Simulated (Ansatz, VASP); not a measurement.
# ZnO in VASP and in Ansatz

```
Zn O
1.0
     3.11000    0.00000    0.00000
    -1.55500    2.69334    0.00000
     0.00000    0.00000    5.40109
Zn O
2 2
Cartesian
  0.0000 1.7956 0.0538
  1.5550 0.8978 2.7543
  0.0000 1.7956 1.9986
  1.5550 0.8978 4.6992
```

Alike in both runs: task single point; functional HSE06; k mesh 6 × 6 × 4; no spin polarisation.

|  | VASP | Ansatz |
| --- | --- | --- |
| version | VASP 6.6.1 | Ansatz 0.2.0 |
| potentials or method | VASP PAW PBE potentials, release 64 (Zn, O) | scalar-relativistic, plane waves, PAW |
| plane-wave cutoff (eV) | 520 | 420 |
| occupations | gaussian, width 0.01 eV | fixed |
| valence electrons in the cell | 36 | 36 |

|  | VASP | Ansatz | Ansatz less VASP |
| --- | --- | --- | --- |
| gap on the k mesh at the Fermi level (eV) | 2.43 | 2.48 | +0.045 |
| least direct gap on the mesh (eV) | 2.43 | 2.48 | +0.045 |
